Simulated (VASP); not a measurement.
# Ru (P6_3/mmc) in VASP: notebook

The runs below take Ru through single point, with PBEsol.

Program: VASP 6.6.1. These are calculated values, not measurements. Logs are shortened: lines on timing, memory, paths and dates and some standing lists are left out, and cuts for length are marked.

**1. The undisturbed crystal**

The structure is hexagonal, space group P6_3/mmc (No. 194). Conventional cell: a = 2.706 Å, b = 2.706 Å, c = 4.282 Å, α = 90.00°, β = 90.00°, γ = 120.00°. Around Ru (site symmetry -6m2) lie 12 Ru at 2.65 to 2.71 Å.

**2. Single point, PBEsol (grid = ENCUT=400 dk=0.9 cell=3x3x2 ISMEAR=1 SIGMA=0.1 LREAL=Auto EDIFF=1e-06)**

File INCAR:

```
SYSTEM = Ru
ALGO     = Fast           ! electronic algorithm
EDIFF    = 1E-6           ! SCF threshold, eV
ENCUT    = 400            ! plane-wave cutoff, eV
GGA      = PS             ! functional
ISIF     = 2              ! what is computed and relaxed
ISMEAR   = 1              ! smearing method
KPAR     = 1            
LASPH    = .True.         ! aspherical terms in the spheres
LCHARG   = .False.        ! write CHGCAR
LREAL    = Auto         
LWAVE    = .False.        ! write WAVECAR
NBANDS   = 287            ! bands
NCORE    = 2            
NELM     = 120            ! most SCF steps
PREC     = Accurate       ! precision mode
SIGMA    = 0.1            ! smearing width, eV
```

File KPOINTS:

```
k-points
0
Gamma
  1 1 1
  0 0 0
```

File POSCAR:

```
Ru
1.0
    8.1174000000      0.0000000000      0.0000000000
   -4.0587000000      7.0298746128      0.0000000000
    0.0000000000      0.0000000000      8.5638000000
Ru
36
Direct
    0.2222222222      0.1111111111      0.3750000000
    0.2222222222      0.1111111111      0.8750000000
    0.2222222222      0.4444444444      0.3750000000
    0.2222222222      0.4444444444      0.8750000000
    0.2222222222      0.7777777778      0.3750000000
    0.2222222222      0.7777777778      0.8750000000
    0.5555555556      0.1111111111      0.3750000000
    0.5555555556      0.1111111111      0.8750000000
    0.5555555556      0.4444444444      0.3750000000
    0.5555555556      0.4444444444      0.8750000000
    0.5555555556      0.7777777778      0.3750000000
    0.5555555556      0.7777777778      0.8750000000
    0.8888888889      0.1111111111      0.3750000000
    0.8888888889      0.1111111111      0.8750000000
    0.8888888889      0.4444444444      0.3750000000
    0.8888888889      0.4444444444      0.8750000000
    0.8888888889      0.7777777778      0.3750000000
    0.8888888889      0.7777777778      0.8750000000
    0.1111111111      0.2222222222      0.1250000000
    0.1111111111      0.2222222222      0.6250000000
    0.1111111111      0.5555555556      0.1250000000
    0.1111111111      0.5555555556      0.6250000000
    0.1111111111      0.8888888889      0.1250000000
    0.1111111111      0.8888888889      0.6250000000
    0.4444444444      0.2222222222      0.1250000000
    0.4444444444      0.2222222222      0.6250000000
    0.4444444444      0.5555555556      0.1250000000
    0.4444444444      0.5555555556      0.6250000000
    0.4444444444      0.8888888889      0.1250000000
    0.4444444444      0.8888888889      0.6250000000
    0.7777777778      0.2222222222      0.1250000000
    0.7777777778      0.2222222222      0.6250000000
    0.7777777778      0.5555555556      0.1250000000
    0.7777777778      0.5555555556      0.6250000000
    0.7777777778      0.8888888889      0.1250000000
    0.7777777778      0.8888888889      0.6250000000
```

Potentials or basis: VASP PAW PBE potentials, release 64 (Ru_pv).

The run is started by

```sh
$ cat potpaw_PBE.64/Ru_pv/POTCAR > POTCAR
$ mpirun -np 4 vasp_std > vasp.out
```

OUTCAR:

```text
SYSTEM = Ru
   EDIFF = 1E-6
   ENCUT = 400
   GGA = PS
   ISIF = 2
   ISMEAR = 1
   LASPH = .True.
   LREAL = Auto
   NELM = 120
   PREC = Accurate

 Found      1 irreducible k-points:

 Following reciprocal coordinates:
            Coordinates               Weight
  0.000000  0.000000  0.000000      1.000000
   k-points           NKPTS =      1   k-points in BZ     NKDIM =      1   number of bands    NBANDS=    288
   number of dos      NEDOS =    301   number of ions     NIONS =     36
   total plane-waves  NPLWV = 163296
   dimension x,y,z NGX =    54 NGY =   54 NGZ =   56
   dimension x,y,z NGXF=   108 NGYF=  108 NGZF=  112
   ions per type =              36
   NGX,Y,Z   is equivalent  to a cutoff of  11.06, 11.06, 10.87 a.u.
   NGXF,Y,Z  is equivalent  to a cutoff of  22.12, 22.12, 21.74 a.u.
 SYSTEM =  Ru
   PREC   = accura    normal or accurate (medium, high low for compatibility)
   ISTART =      0    job   : 0-new  1-cont  2-samecut
   ICHARG =      2    charge: 1-file 2-atom 10-const
   ISPIN  =      1    spin polarized calculation?
   LNONCOLLINEAR =      F non collinear calculations
   LSORBIT =      F    spin-orbit coupling
   LASPH  =      T    aspherical Exc in radial PAW
   ENCUT  =  400.0 eV  29.40 Ry    5.42 a.u.  13.24 13.24 13.97*2*pi/ulx,y,z
   NELM   =    120;   NELMIN=  2; NELMDL= -5     # of ELM steps
   EDIFF  = 0.1E-05   stopping-criterion for ELM
   LREAL  =      T    real-space projection
   EDIFFG = 0.1E-04   stopping-criterion for IOM
   NSW    =      0    number of steps for IOM
   IBRION =     -1    ionic relax: 0-MD 1-quasi-New 2-CG
   NFREE  =      0    steps in history (QN), initial steepest desc. (CG)
   ISIF   =      2    stress and relaxation
   ISYM   =      2    0-nonsym 1-usesym 2-fastsym
   POTIM  = 0.5000    time-step for ionic-motion
   TEBEG  =    0.0;   TEEND  =   0.0 temperature during run
   PSTRESS=    0.0 pullay stress
   NELECT =     504.0000    total number of electrons
   NUPDOWN=      -1.0000    fix difference up-down
   EMIN   =  10.00;   EMAX   =-10.00  energy-range for DOS
   EFERMI =   0.00;   METHOD = LEGACY
   ISMEAR =     1;   SIGMA  =   0.10  broadening in eV -4-tet -1-fermi 0-gaus
   EFERMI_NEDOS =   21; number of points for ismear=-14 and -15
   IALGO  =     68    algorithm
   IMIX   =      4    mixing-type and parameters
     AMIX     =   0.40;   BMIX     =  1.00
     AMIX_MAG =   1.60;   BMIX_MAG =  1.00
  volume/ion in A,a.u.               =      13.57        91.61
  Fermi-wavevector in a.u.,A,eV,Ry     =   1.654022  3.125649 37.222674  2.735789
  Thomas-Fermi vector in A             =   2.742361
   LORBIT       =      0    0 simple, 1 ext, 2 COOP (PROOUT), +10 PAW based schemes
   GGA     = PS    functional components
   LHFCALC =     F    Hartree Fock is set to
   AEXX    =    0.0000 exact exchange contribution
   IVDW    =     0    specifies the selected vdW correction
   LEPSILON=     F    determine dielectric tensor
   LRPA    =     F    only Hartree local field effects (RPA)
 non-spin polarized calculation
 RMM-DIIS sequential band-by-band and
 Methfessel and Paxton  Order N= 1 SIGMA  =   0.10
  energy-cutoff  :      400.00
  volume of cell :      488.69
 maximum number of plane-waves:      8853
 NGX is ok and might be reduce to    54
   NGX = 27   NGY = 27   NGZ = 27

 number of electron     504.0000127 magnetization

 Free energy of the ion-electron system (eV)
  ---------------------------------------------------
  ext. energy  EPLUGINS =         0.00000000
  ---------------------------------------------------
  free energy    TOTEN  =      -349.42338590 eV

  energy without entropy =     -349.45927238  energy(sigma->0) =     -349.43534806

 E-fermi :  13.2447     XC(G=0): -14.2832

 val. band max:       12.9153904461   @ k =   0.0000   0.0000   0.0000
 cond. band min:      13.2641182300   @ k =   0.0000   0.0000   0.0000
 fundamental gap:      0.3487277839
 Fermi energy:        13.2447302133

 k-point     1 :       0.0000    0.0000    0.0000
  band No.  band energies     occupation
      1     -30.9165      2.00000
      2     -30.6476      2.00000
      3     -30.6476      2.00000
      4     -30.6476      2.00000
      5     -30.6476      2.00000
      6     -30.6322      2.00000
[... 256 lines left out ...]
    263      13.3593     -0.06878
    264      13.3593     -0.06878
 [bands above 264 left out]

------------------------ aborting loop because EDIFF is reached ----------------------------------------

  FORCE on cell =-STRESS in cart. coord.  units (eV):
  Direction    XX          YY          ZZ          XY          YZ          ZX
  --------------------------------------------------------------------------------------
  -------------------------------------------------------------------------------------
  Total       60.2063754     60.2063755   -106.8282376      0.0000000      0.0000000      0.0000000
  in kB      197.3885800    197.3885800   -350.2398868      0.0000000      0.0000000      0.0000000
  external PRESSURE =      14.8457577 kB  Pullay stress =       0.0000000 kB

 VOLUME and BASIS-vectors are now :
 -----------------------------------------------------------------------------
  energy-cutoff  :      400.00
  volume of cell :      488.69
      direct lattice vectors                 reciprocal lattice vectors
     8.117400000  0.000000000  0.000000000     0.123192155  0.071125024  0.000000000
    -4.058700000  7.029874613  0.000000000     0.000000000  0.142250048  0.000000000
     0.000000000  0.000000000  8.563800000     0.000000000  0.000000000  0.116770592

 POSITION                                       TOTAL-FORCE (eV/Angst)
 -----------------------------------------------------------------------------------
      1.35290      0.78110      3.21143         0.000000     -0.000000      0.000000
      1.35290      0.78110      7.49333         0.000000      0.000000     -0.000000
      0.00000      3.12439      3.21143         0.000000      0.000000      0.000000
      0.00000      3.12439      7.49333        -0.000000      0.000000      0.000000
     -1.35290      5.46768      3.21143        -0.000000     -0.000000      0.000000
     -1.35290      5.46768      7.49333         0.000000     -0.000000     -0.000000
[... 28 lines left out ...]
      2.70580      6.24878      1.07048        -0.000000     -0.000000     -0.000000
      2.70580      6.24878      5.35238        -0.000000      0.000000     -0.000000
 -----------------------------------------------------------------------------------
    total drift:                                0.000000      0.000000      0.000000

  FREE ENERGIE OF THE ION-ELECTRON SYSTEM (eV)
  ---------------------------------------------------
  free  energy   TOTEN  =      -349.4233858972 eV

  energy  without entropy=     -349.4592723753  energy(sigma->0) =     -349.43534806
```

It took 2.2 min on 4 MPI ranks of Intel Xeon Platinum 8488C (Sapphire Rapids), shared host; peak memory 0.24 GiB.

These settings aren't checked as converged: the numbers below hold their error.

What came out:

```
Free energy : -349.4234 eV
Pressure    : 1.5 GPa
```

Caveat: the k mesh is coarse (spacing up to 0.89 Å⁻¹), so the values aren't converged; the mesh shows a gap though the element is a metal; the PAW data sets were made with another functional, which shifts forces and pressure a little.

**3. Single point, PBEsol (grid = ENCUT=280 dk=0.35 cell=3x3x2 ISMEAR=1 SIGMA=0.1 LREAL=Auto EDIFF=1e-06)**

Changes to INCAR since step 2:

```diff
@@ -3,3 +3,3 @@
 EDIFF    = 1E-6           ! SCF threshold, eV
-ENCUT    = 400            ! plane-wave cutoff, eV
+ENCUT    = 280            ! plane-wave cutoff, eV
 GGA      = PS             ! functional
@@ -7,3 +7,3 @@
 ISMEAR   = 1              ! smearing method
-KPAR     = 1            
+KPAR     = 2            
 LASPH    = .True.         ! aspherical terms in the spheres
@@ -13,3 +13,3 @@
 NBANDS   = 287            ! bands
-NCORE    = 2            
+NCORE    = 1            
 NELM     = 120            ! most SCF steps
```

File KPOINTS:

```
k-points
0
Gamma
  3 3 3
  0 0 0
```

POSCAR is that of step 2.

Potentials or basis: VASP PAW PBE potentials, release 64 (Ru_pv).

The run is started by

```sh
$ cat potpaw_PBE.64/Ru_pv/POTCAR > POTCAR
$ mpirun -np 4 vasp_std > vasp.out
```

Wall time 5 min (4 MPI ranks of Intel Xeon Platinum 8488C (Sapphire Rapids), shared host); peak memory 0.33 GiB.

These settings aren't checked as converged: the numbers below hold their error.

What came out:

```
Free energy            : -366.8192 eV
Pressure               : -7.3 GPa
Band gap on the k mesh : none (metal or under the smearing width)
```

Caveat: the cutoff is under 1.25 times the usual one of these potentials, so pressure, stress and relaxed cells hold a basis-set (Pulay) error; the PAW data sets were made with another functional, which shifts forces and pressure a little.

**4. Single point, PBEsol (grid = ENCUT=340 dk=0.35 cell=3x3x2 ISMEAR=1 SIGMA=0.1 LREAL=Auto EDIFF=1e-06)**

Changes to INCAR since step 3:

```diff
@@ -3,3 +3,3 @@
 EDIFF    = 1E-6           ! SCF threshold, eV
-ENCUT    = 280            ! plane-wave cutoff, eV
+ENCUT    = 340            ! plane-wave cutoff, eV
 GGA      = PS             ! functional
```

KPOINTS is that of step 3.

POSCAR is that of step 3.

The run is started by

```sh
$ cat potpaw_PBE.64/Ru_pv/POTCAR > POTCAR
$ mpirun -np 4 vasp_std > vasp.out
```

Run time: 6 min. Hardware: 4 MPI ranks of Intel Xeon Platinum 8488C (Sapphire Rapids), shared host; peak memory 0.37 GiB.

The run converged, but some of its settings lie outside the range that counts as converged, so its numbers aren't taken as properties of the crystal.

What came out:

| Property | Result |
| --- | --- |
| Free energy | -366.4203 eV |
| Pressure | -8.3 GPa |
| Band gap on the k mesh | none (metal or under the smearing width) |

Caveat: the PAW data sets were made with another functional, which shifts forces and pressure a little.

**5. Single point, PBEsol (grid = ENCUT=400 dk=0.35 cell=3x3x2 ISMEAR=1 SIGMA=0.1 LREAL=False EDIFF=1e-06)**

Changes to INCAR since step 4:

```diff
@@ -3,3 +3,3 @@
 EDIFF    = 1E-6           ! SCF threshold, eV
-ENCUT    = 340            ! plane-wave cutoff, eV
+ENCUT    = 400            ! plane-wave cutoff, eV
 GGA      = PS             ! functional
@@ -10,3 +10,3 @@
 LCHARG   = .False.        ! write CHGCAR
-LREAL    = Auto         
+LREAL    = .False.        ! projectors in reciprocal space
 LWAVE    = .False.        ! write WAVECAR
```

KPOINTS is that of step 4.

POSCAR is that of step 4.

The run is started by

```sh
$ cat potpaw_PBE.64/Ru_pv/POTCAR > POTCAR
$ mpirun -np 4 vasp_std > vasp.out
```

Wall time 5.2 min (4 MPI ranks of Intel Xeon Platinum 8488C (Sapphire Rapids), shared host); peak memory 0.42 GiB.

The run converged, but some of its settings lie outside the range that counts as converged, so its numbers aren't taken as properties of the crystal.

What came out:

- Free energy: -366.2908 eV
- Pressure: -7.4 GPa
- Band gap on the k mesh: none (metal or under the smearing width)

Caveat: the PAW data sets were made with another functional, which shifts forces and pressure a little.

(Continued in part 2 of 2.)
